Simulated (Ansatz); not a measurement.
Bi2TeSe2 (Skippenite):

```xyz
5
Lattice="2.0915 1.2075 9.7123 -2.0915 1.2075 9.7123 0.0000 -2.4151 9.7123" Properties=species:S:1:pos:R:3 pbc="T T T"
Bi    0.0000    0.0000   17.5387
Bi    0.0000    0.0000   11.5983
Te    0.0000    0.0000    0.0000
Se    0.0000    0.0000   22.9716
Se    0.0000    0.0000    6.1654
```

Base run:

* Program: Ansatz 0.2.0
* Functional: LDA
* Potentials or basis: Ansatz PAW
* Cutoff: 420 eV (not typed: the program's choice for these potentials)
* k mesh: 7 × 7 × 7
* Occupations: fermi-dirac, width 0.05 eV
* Spin: no spin polarisation

Its results: band gap on the k mesh 0.39 eV, direct; pressure 0.4 GPa; largest force 1.780 eV/Å.

Problem. After a change of settings the same cell gave: band gap on the k mesh 0.43 eV, direct; pressure 1.9 GPa; largest force 1.791 eV/Å. Which change was it?
A. functional from LDA to r2SCAN; cutoff from 420 eV (not typed: the program's choice for these potentials) to 500 eV (not typed: the program's choice for these potentials)
B. functional from LDA to PBEsol; spin from no spin polarisation to spin-orbit coupling, no magnetisation; potential files from those of the base run to others of the same set
C. functional from LDA to PBEsol

Solution. C.

PBEsol binds less tightly than LDA, so the same cell stands under more pressure.

Caveats: spin-orbit coupling is left out, which as a rule narrows the gap of such compounds by several tenths of an eV; the PAW data sets come from PBE, with cores solved anew for the run's functional, which leaves a small shift of forces and pressure; forces of over 1 eV/Å show positions far from the minimum, so gaps and moduli don't describe the material at rest; odd divisions of the mesh miss points on the zone boundary, where band edges often lie, so the gap on the mesh can be too wide (some runs).
